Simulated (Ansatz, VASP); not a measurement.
# BN: VASP beside Ansatz

Contents of POSCAR:

```
BN
1.0
    2.5539396017      0.0000000000      0.0000000000
   -1.2769698009      2.2117765748      0.0000000000
    0.0000000000      0.0000000000      4.2268550000
B N
2 2
Direct
    0.6666666667      0.3333333333      0.9997240000
    0.3333333333      0.6666666667      0.4997240000
    0.6666666667      0.3333333333      0.6430196889
    0.3333333333      0.6666666667      0.1430196889
```

The input INCAR.step1:

```
PREC = Accurate
ENCUT = 520
ISMEAR = 0
SIGMA = 0.05
LREAL = False
LASPH = True
NELM = 100
NBANDS = 16
GGA = PE
ALGO = Normal
EDIFF = 1E-4
LWAVE = True
LCHARG = False
```

Contents of INCAR.step2:

```
PREC = Accurate
ENCUT = 520
EDIFF = 1E-6
ISMEAR = 0
SIGMA = 0.05
LREAL = False
LASPH = True
NELM = 100
ALGO = Normal
ISIF = 2
LWAVE = False
LCHARG = False
METAGGA = R2SCAN
LMIXTAU = True
NBANDS = 16
ISTART = 1
```

File KPOINTS:

```
Automatic mesh
0
Gamma
  12 12 6
```

Input for Ansatz:

```yaml
crystal:
  lattice:
    - [2.5539396017, 0.0, 0.0]
    - [-1.2769698009, 2.2117765748, 0.0]
    - [0.0, 0.0, 4.226855]
  atoms:
    - { symbol: B, position: [0.6666666667, 0.3333333333, 0.999724] }
    - { symbol: B, position: [0.3333333333, 0.6666666667, 0.499724] }
    - { symbol: "N", position: [0.6666666667, 0.3333333333, 0.6430196889] }
    - { symbol: "N", position: [0.3333333333, 0.6666666667, 0.1430196889] }
basis:
  ecutwfc: 500
kpoints:
  mp_grid: { grid: [12, 12, 6] }
hamiltonian:
  xc: r2scan
scf:
  occupations: { method: gaussian, width: 0.05 }
output:
  forces: true
  stress: true
  eigenvalues: true
```

Change from the starting cell: all N atoms moved +0.075 Å, as atom 3 along Cartesian [0 0 1].

Alike in both runs: task single point; functional r2SCAN; k mesh 12 × 12 × 6; occupations gaussian, width 0.05 eV; no spin polarisation.

|  | VASP | Ansatz |
| --- | --- | --- |
| version | VASP 6.6.1 | Ansatz 0.2.0 |
| potentials or method | VASP PAW PBE potentials, release 64 (B, N) | scalar-relativistic, plane waves, PAW |
| plane-wave cutoff (eV) | 520 | 500 |
| valence electrons in the cell | 16 | 16 |

Ansatz gave:

| Item | Value |
| --- | --- |
| gap on the k mesh at the Fermi level (eV) | 4.54 |
| least direct gap on the mesh (eV) | 8.29 |
| pressure (GPa) | -3.7 |
| largest component of the traceless stress (GPa) | 0.79 |
| rms of the force components (eV/Å) | 1.167 |

Task: What did VASP give for the same quantities?

Result: gap on the k mesh at the Fermi level (eV): 4.51; least direct gap on the mesh (eV): 8.27; pressure (GPa): -2.7; largest component of the traceless stress (GPa): 1.06; rms of the force components (eV/Å): 1.167.

Atom by atom the forces differ by 0.000 eV/Å (rms over components). The functional is the same, so the differences come from potentials, cutoffs and numerics.

Caveats: the PAW data sets were made with another functional, which shifts forces and pressure a little (VASP). A k mesh can miss the band edges.
